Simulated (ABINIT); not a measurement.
# Ir (P6_3/mmc) in ABINIT: band structure with PBEsol

Aim: the band structure of Ir with PBEsol.

Program: ABINIT 10.8.3 (patched build). These are calculated values, not measurements. Logs are shortened: lines on timing, memory, paths and dates and some standing lists are left out, and cuts for length are marked. The log counts tension as positive stress, the text compression.

### Step 1. The crystal as given

It takes space group P6_3/mmc (No. 194, hexagonal). Conventional cell: a = 2.751 Å, b = 2.751 Å, c = 4.462 Å, α = 90.00°, β = 90.00°, γ = 120.00°. Ir (site symmetry -6m2) is surrounded by 12 Ir at 2.74 to 2.75 Å.

This isn't the form of Ir at room conditions, which is fcc.

### Step 2. Band structure, PBEsol

Contents of run.abi:

```
# Datasets: ground state, then fixed potential
ndtset 2

# Pseudopotentials
pp_dirpath "./"
pseudos "Ir.GGA_PBE-JTH.xml"

# Structure
acell 3*1.0 Angstrom
rprim
     2.7513778946     0.0000000000     0.0000000000
    -1.3756889473     2.3827631521     0.0000000000
     0.0000000000     0.0000000000     4.4622900000
ntypat 1
znucl 77
natom 2
typat 1 1
xred
     0.3333333333     0.6666666667     0.2500000000
     0.6666666667     0.3333333333     0.7500000000

# Plane-wave basis
ecut 16.0
pawecutdg 32.0
pawxcdev 0

# Exchange and correlation
ixc -116133

# Bands and occupations
occopt 3
tsmear 0.05 eV

# SCF cycle
nstep 100

# Output
iomode 3
prtwf 0
prteig 0
prtebands 0
prtden1 1

# Dataset 1
kptopt1 1
ngkpt1 11 11 6
nshiftk1 1
shiftk1 0.0 0.0 0.0
nband1 19
tolvrs1 1.0e-9

# Dataset 2: bands along G-M-K-G-A-L-H-A
iscf2 -2
getden2 1
nband2 25
nbdbuf2 4
tolwfr2 1.0e-11
kptopt2 -7
ndivsm2 5
prteig2 1
prtvol2 -3
kptbounds2
     0.0000000000     0.0000000000     0.0000000000
     0.5000000000     0.0000000000     0.0000000000
     0.3333333333     0.3333333333     0.0000000000
     0.0000000000     0.0000000000     0.0000000000
     0.0000000000     0.0000000000     0.5000000000
     0.5000000000     0.0000000000     0.5000000000
     0.3333333333     0.3333333333     0.5000000000
     0.0000000000     0.0000000000     0.5000000000
```

Potentials or basis: JTH PAW PBE v2.0.

The run is started by

```sh
$ abinit run.abi > log 2>&1
```

run.abo:

```text
.Version 10.8.3 of ABINIT
 DATASET    1 : space group P6_3/m m c (#194); Bravais hP (primitive hexag.)
================================================================================
 Values of the parameters that define the memory need for DATASET  1.
     intxc =       0    ionmov =       0      iscf =      17    lmnmax =      18
     lnmax =       6     mgfft =      32  mpssoang =       3    mqgrid =    3001
     natom =       2  nloc_mem =       2    nspden =       1   nspinor =       1
    nsppol =       1      nsym =      24    n1xccc =       1    ntypat =       1
    occopt =       3   xclevel =       2
       mpw =         616          nfft =       12800          nkpt =          64
 PAW method is used; the additional fine FFT grid is defined by:
   mgfftf=        45    nfftf =     40500
================================================================================
================================================================================

 DATASET    2 : space group P6_3/m m c (#194); Bravais hP (primitive hexag.)
================================================================================
 Values of the parameters that define the memory need for DATASET  2.
     intxc =       0    ionmov =       0      iscf =      -2    lmnmax =      18
     lnmax =       6     mgfft =      32  mpssoang =       3    mqgrid =    3001
     natom =       2  nloc_mem =       2    nspden =       1   nspinor =       1
    nsppol =       1      nsym =      24    n1xccc =       1    ntypat =       1
    occopt =       3   xclevel =       2
       mpw =         620          nfft =       12800          nkpt =          56
 PAW method is used; the additional fine FFT grid is defined by:
   mgfftf=        45    nfftf =     40500
================================================================================
================================================================================

--------------------------------------------------------------------------------
------------- Echo of variables that govern the present computation ------------
--------------------------------------------------------------------------------
 -outvars: echo values of preprocessed input variables --------
            acell      1.8897261259E+00  1.8897261259E+00  1.8897261259E+00 Bohr
              amu      1.92220000E+02
             ecut      1.60000000E+01 Hartree
           getden1          0
           getden2          1
             iscf1         17
             iscf2         -2
              ixc     -116133
           jdtset        1    2
           kptopt1          1
           kptopt2         -7
         kptrlatt       11    0    0      0   11    0      0    0    6
          kptrlen1     5.05950360E+01
          kptrlen2     3.00000000E+01
            natom           2
            nband1         19
            nband2         25
           nbdbuf1          0
           nbdbuf2          4
           ndtset           2
           ndivsm1          0
           ndivsm2          5
            ngfft          20      20      32
          ngfftdg          30      30      45
             nkpt1         64
             nkpt2         56
            nstep         100
             nsym          24
           ntypat           1
           occopt           3
        pawecutdg      3.20000000E+01 Hartree
         pawxcdev           0
        prtebands           0
           prteig1          0
           prteig2          1
           prtvol1          0
           prtvol2         -3
[... 231 lines left out ...]

 Real(R)+Recip(G) space primitive vectors, cartesian coordinates (Bohr,Bohr^-1):
 R(1)=  5.1993507  0.0000000  0.0000000  G(1)=  0.1923317  0.1110428  0.0000000
 R(2)= -2.5996753  4.5027698  0.0000000  G(2)=  0.0000000  0.2220855  0.0000000
 R(3)=  0.0000000  0.0000000  8.4325060  G(3)=  0.0000000  0.0000000  0.1185887
 Unit cell volume ucvol=  1.9741744E+02 bohr^3
 Angles (23,13,12)=  9.00000000E+01  9.00000000E+01  1.20000000E+02 degrees

 Coarse grid specifications (used for wave-functions):

 getcut: wavevector=  0.0000  0.0000  0.0000  ngfft=  20  20  32
         ecut(hartree)=     16.000   => boxcut(ratio)=   2.10750

 Fine grid specifications (used for densities):

 getcut: wavevector=  0.0000  0.0000  0.0000  ngfft=  30  30  45
         ecut(hartree)=     32.000   => boxcut(ratio)=   2.04907
--------------------------------------------------------------------------------

================================================================================
 Non-SCF case, kpt    1 (  0.00000  0.00000  0.00000), residuals and eigenvalues=
  7.75E-12  6.23E-12  4.45E-12  5.84E-12  5.19E-12  4.10E-12  3.08E-12  2.59E-12
  3.47E-12  7.04E-12  7.60E-12  7.92E-12  5.86E-12  5.29E-12  8.63E-12  1.40E-12
  6.00E-12  2.44E-12  6.92E-12  4.13E-12  2.65E-12  2.52E-12  7.54E-12  2.42E-10
  1.10E-05
 -1.3097E+00 -1.2866E+00 -1.2866E+00 -1.2834E+00 -1.2828E+00 -1.2828E+00
  1.2855E-01  2.4220E-01  3.9394E-01  3.9774E-01  3.9774E-01  4.2088E-01
  4.2088E-01  4.4898E-01  4.4898E-01  5.0229E-01  5.4239E-01  5.4239E-01
  6.7584E-01  6.7697E-01  7.8115E-01  1.0398E+00  1.1135E+00  1.1517E+00
  1.2975E+00
 Non-SCF case, kpt    2 (  0.05556  0.00000  0.00000), residuals and eigenvalues=
[... 535 lines left out ...]
  2.1334E-01  2.1335E-01  3.7123E-01  3.7124E-01  3.9433E-01  3.9434E-01
  3.9607E-01  3.9607E-01  5.1559E-01  5.1560E-01  5.1766E-01  5.1766E-01
  6.7680E-01  6.7680E-01  1.0213E+00  1.0213E+00  1.1026E+00  1.1027E+00
  1.2369E+00
 Non-SCF case, kpt   56 (  0.00000  0.00000  0.50000), residuals and eigenvalues=
  2.59E-12  6.30E-12  6.04E-12  2.83E-12  4.68E-12  7.45E-12  5.85E-12  1.08E-12
  1.30E-12  3.35E-12  4.39E-12  8.88E-12  2.46E-12  3.13E-12  4.43E-12  4.54E-12
  4.94E-12  2.50E-12  4.38E-12  4.75E-12  2.22E-12  7.62E-12  8.98E-12  8.04E-12
  5.24E-11
 -1.2968E+00 -1.2968E+00 -1.2847E+00 -1.2847E+00 -1.2847E+00 -1.2847E+00
  2.0969E-01  2.0970E-01  3.7600E-01  3.7601E-01  3.9344E-01  3.9344E-01
  3.9344E-01  3.9344E-01  5.1615E-01  5.1615E-01  5.1616E-01  5.1616E-01
  6.7735E-01  6.7735E-01  1.0173E+00  1.0173E+00  1.1004E+00  1.1004E+00
  1.2469E+00

--- !ResultsGS
iteration_state: {dtset: 2, }
comment   : Summary of ground state results
lattice_vectors:
- [  5.1993507,   0.0000000,   0.0000000, ]
- [ -2.5996753,   4.5027698,   0.0000000, ]
- [  0.0000000,   0.0000000,   8.4325060, ]
lattice_lengths: [   5.19935,    5.19935,    8.43251, ]
lattice_angles: [ 90.000,  90.000, 120.000, ] # degrees, (23, 13, 12)
lattice_volume:   1.9741744E+02
convergence: {deltae:  0.000E+00, res2:  0.000E+00, residm:  9.952E-12, diffor:  0.000E+00, }
etotal    :  -1.54229888E+02
entropy   :   0.00000000E+00
fermie    :   5.32184208E-01
cartesian_stress_tensor: null
pressure_GPa: null
xred      :
- [  3.3333E-01,   6.6667E-01,   2.5000E-01, Ir]
- [  6.6667E-01,   3.3333E-01,   7.5000E-01, Ir]
cartesian_forces: null
force_length_stats: {min: null, max: null, mean: null, }
...

 Integrated electronic density in atomic spheres:
 ------------------------------------------------
 Atom  Sphere_radius  Integrated_density
    1        2.51066         13.53950119
    2        2.51066         13.53950119

================================================================================

 ----iterations are completed or convergence reached----

 Mean square residual over all n,k,spin=   52.490E-13; max=  99.519E-13
 reduced coordinates (array xred) for    2 atoms
       0.333333333333      0.666666666667      0.250000000000
       0.666666666667      0.333333333333      0.750000000000

 cartesian coordinates (angstrom) at end:
    1     -0.00000000000000     1.58850876806667     1.11557250000000
    2      1.37568894730000     0.79425438403333     3.34671750000000
 length scales=  1.889726125908  1.889726125908  1.889726125908 bohr
              =  1.000000000000  1.000000000000  1.000000000000 angstroms
 Eigenvalues (hartree) for nkpt=  56  k points:
 kpt#   1, nband= 25, wtk=  1.00000, kpt=  0.0000  0.0000  0.0000 (reduced coord)
  -1.30966   -1.28662   -1.28662   -1.28345   -1.28282   -1.28282    0.12855    0.24220
   0.39394    0.39774    0.39774    0.42088    0.42088    0.44898    0.44898    0.50229
   0.54239    0.54239    0.67584    0.67697    0.78115    1.03984    1.11348    1.15171
   1.29755
 kpt#   2, nband= 25, wtk=  1.00000, kpt=  0.0556  0.0000  0.0000 (reduced coord)
  -1.30941   -1.28720   -1.28681   -1.28355   -1.28343   -1.28291    0.13290    0.24608
   0.38574    0.40132    0.40500    0.41847    0.42423    0.44413    0.44625    0.47838
   0.54400    0.57233    0.67619    0.67700    0.78055    1.04784    1.11922    1.15882
   1.27292
 kpt#   3, nband= 25, wtk=  1.00000, kpt=  0.1111  0.0000  0.0000 (reduced coord)
  -1.30867   -1.28888   -1.28735   -1.28516   -1.28387   -1.28320    0.14559    0.25699
   0.37422    0.40969    0.41191    0.41736    0.42361    0.43411    0.43899    0.45615
   0.54806    0.61887    0.67649    0.67697    0.77858    1.06820    1.13446    1.17437
   1.22723
 kpt#   4, nband= 25, wtk=  1.00000, kpt=  0.1667  0.0000  0.0000 (reduced coord)
  -1.30750   -1.29144   -1.28816   -1.28779   -1.28440   -1.28364    0.16555    0.27219
[... 249 lines left out ...]
  -1.29710   -1.29710   -1.28621   -1.28621   -1.28524   -1.28524    0.22376    0.22377
   0.36127    0.36127    0.39360    0.39360    0.40390    0.40390    0.51406    0.51407
   0.52222    0.52222    0.67676    0.67676    1.03059    1.03059    1.10932    1.10932
   1.21345
 kpt#  55, nband= 25, wtk=  1.00000, kpt=  0.0303  0.0303  0.5000 (reduced coord)
  -1.29688   -1.29688   -1.28513   -1.28513   -1.28486   -1.28486    0.21334    0.21335
   0.37123    0.37124    0.39433    0.39434    0.39607    0.39607    0.51559    0.51560
   0.51766    0.51766    0.67680    0.67680    1.02132    1.02132    1.10265    1.10265
   1.23688
 kpt#  56, nband= 25, wtk=  1.00000, kpt=  0.0000  0.0000  0.5000 (reduced coord)
  -1.29682   -1.29682   -1.28473   -1.28473   -1.28473   -1.28473    0.20969    0.20970
   0.37600    0.37601    0.39344    0.39344    0.39344    0.39344    0.51615    0.51615
   0.51616    0.51616    0.67735    0.67735    1.01729    1.01729    1.10039    1.10039
   1.24693

== END DATASET(S) ==============================================================
================================================================================

 -outvars: echo values of variables after computation  --------
            acell      1.8897261259E+00  1.8897261259E+00  1.8897261259E+00 Bohr
           etotal1    -1.5422988781E+02
            fcart1    -1.5536431665E-28 -8.9699630044E-29 -0.0000000000E+00
                       1.5536431665E-28  8.9699630044E-29 -0.0000000000E+00
            rprim      2.7513778946E+00  0.0000000000E+00  0.0000000000E+00
                      -1.3756889473E+00  2.3827631521E+00  0.0000000000E+00
                       0.0000000000E+00  0.0000000000E+00  4.4622900000E+00
           strten1     3.9486116088E-04  3.9486116246E-04  4.1611642242E-04
                       0.0000000000E+00  0.0000000000E+00  0.0000000000E+00
           xangst     -3.8721929851E-18  1.5885087681E+00  1.1155725000E+00
                       1.3756889473E+00  7.9425438403E-01  3.3467175000E+00
             xred      3.3333333333E-01  6.6666666667E-01  2.5000000000E-01
                       6.6666666667E-01  3.3333333333E-01  7.5000000000E-01
 Calculation completed.
```

It took 35 s on 1 thread of Arm Neoverse V2, shared host; peak memory 0.11 GiB.

Results:

```
Free energy                                           : -4196.8090 eV
Pressure                                              : -11.8 GPa
Band gap on the k mesh                                : none (metal or under the smearing width)
Valence electrons inside the program's atomic spheres : Ir 13.54 (radii [1.3286] Å)
```

Levels at the corners of the path, in eV from the Fermi level:
| point | band 13 | band 14 | band 15 | band 16 | band 17 | band 18 | band 19 | band 20 |
| --- | --- | --- | --- | --- | --- | --- | --- | --- |
| Γ | -3.03 | -2.26 | -2.26 | -0.81 | 0.28 | 0.28 | 3.91 | 3.94 |
| M | -2.86 | 0.71 | 0.95 | 1.10 | 2.84 | 3.84 | 3.93 | 4.34 |
| K | -2.31 | -0.03 | -0.03 | 0.32 | 3.75 | 3.75 | 4.51 | 4.51 |
| Γ | -3.03 | -2.26 | -2.26 | -0.81 | 0.28 | 0.28 | 3.91 | 3.94 |
| A | -3.78 | -3.78 | -0.44 | -0.44 | -0.44 | -0.44 | 3.95 | 3.95 |
| L | -0.95 | -0.95 | 0.94 | 0.94 | 1.95 | 1.95 | 3.91 | 3.91 |
| H | -2.29 | -2.29 | 0.31 | 0.31 | 3.89 | 3.89 | 6.92 | 6.92 |
| A | -3.78 | -3.78 | -0.44 | -0.44 | -0.44 | -0.44 | 3.95 | 3.95 |

Caveat: the PAW data sets were made with another functional, which shifts forces and pressure a little; spin-orbit coupling is left out, which moves the levels of the heavy elements.

### Step 3. For comparison

An earlier run on the cell as given: functional PBEsol; potentials or basis JTH PAW PBE v2.0; cutoff 435 eV; k mesh 11 × 11 × 6; occupations fermi-dirac, width 0.05 eV; no spin polarisation.

- Pressure: -11.8 GPa
- Band gap on the k mesh: none (metal or under the smearing width)
- Valence electrons inside the program's atomic spheres: Ir 13.54 (radii [1.3286] Å)
